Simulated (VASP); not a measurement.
Input of a VASP 6.6.1 run:

File INCAR:

```
SYSTEM = N
PREC     = Accurate       ! precision mode
ENCUT    = 600            ! plane-wave cutoff, eV
EDIFF    = 1E-7           ! SCF threshold, eV
ISMEAR   = 0              ! smearing method
SIGMA    = 0.03           ! smearing width, eV
LREAL    = .False.        ! projectors in reciprocal space
LASPH    = .True.         ! aspherical terms in the spheres
NELM     = 80             ! most SCF steps
ALGO     = Normal         ! electronic algorithm
ISIF     = 3              ! what is computed and relaxed
LWAVE    = .False.        ! write WAVECAR
LCHARG   = .False.        ! write CHGCAR
GGA      = PS             ! functional
IBRION   = 2              ! ionic algorithm
NSW      = 90             ! ionic steps
EDIFFG   = -0.005         ! ionic threshold
PSTRESS  = 520.0        
KPAR     = 4
```

The input KPOINTS:

```
regular mesh
0
Gamma
  4 4 4
  0 0 0
```

File POSCAR:

```
N                                       
1.0
    3.3488883947      1.9334816154      3.2134598478
   -3.3488883947      1.9334816154      3.2134598478
   -0.0000000000     -3.8669632308      3.2134598478
  N             
    16
Direct
     0.5918827341827502    0.0566433026452443    0.7232826934417850
     0.9433566973547025    0.2767173065582981    0.4081172658172202
     0.7232826934417317    0.5918827341828337    0.0566433026452144
     0.9427505527648444    0.9427505527648444    0.9427505527648444
     0.5566433026452445    0.0918827341827501    0.2232826934417849
     0.7767173065582984    0.4433566973547024    0.9081172658172196
     0.2767173065582683    0.4081172658171668    0.9433566973547860
     0.0572494472351561    0.0572494472351561    0.0572494472351561
     0.4433566973547560    0.9081172658172498    0.7767173065582150
     0.5572494472351556    0.5572494472351556    0.5572494472351556
     0.4081172658172499    0.9433566973547554    0.2767173065582151
     0.4427505527648440    0.4427505527648440    0.4427505527648440
     0.0566433026452974    0.7232826934417016    0.5918827341827804
     0.9081172658171663    0.7767173065582682    0.4433566973547856
     0.2232826934417018    0.5566433026452975    0.0918827341827801
     0.0918827341828332    0.2232826934417318    0.5566433026452140
```

Potentials or basis: VASP PAW PBE potentials, release 64 (N).

Command:

```bash
$ cat potpaw_PBE.64/N/POTCAR > POTCAR
$ mpirun -np 4 vasp_std > vasp.out
```

Task: What does it give for the band gap on the k mesh?

Result: 3.54 eV, indirect (least direct gap 3.65 eV).

Task: Estimate the relaxed volume.

Result: 7.78 Å³/atom.

Task: Estimate the relaxed cell.

Result: a = 5.022 Å, b = 5.022 Å, c = 5.022 Å, α = 83.54°, β = 83.54°, γ = 83.54°.

Task: Estimate the space group after relaxing (to 0.05 Å).

Result: R-3c (No. 167).

Forces in eV/Å, atoms in the order of the input:
```
N    0.002  0.003  0.000
N   -0.002  0.004  0.000
N   -0.004  0.000  0.000
N    0.000  0.000  0.003
N   -0.002  0.003  0.000
N    0.002  0.004  0.000
N    0.004  0.000  0.000
N    0.000  0.000 -0.003
N    0.002 -0.003  0.000
N    0.000  0.000 -0.003
N   -0.002 -0.003  0.000
N    0.000  0.000  0.003
N    0.002 -0.004  0.000
N   -0.004  0.000  0.000
N   -0.002 -0.004  0.000
N    0.004  0.000  0.000
```

Caveat: the cell is relaxed towards a set pressure, so the enthalpy falls and the energy may rise; the standard files for N, O and F lose accuracy on very short bonds; the PAW data sets were made with another functional, which shifts forces and pressure a little. As with any semilocal functional, this PBEsol gap is likely too small.
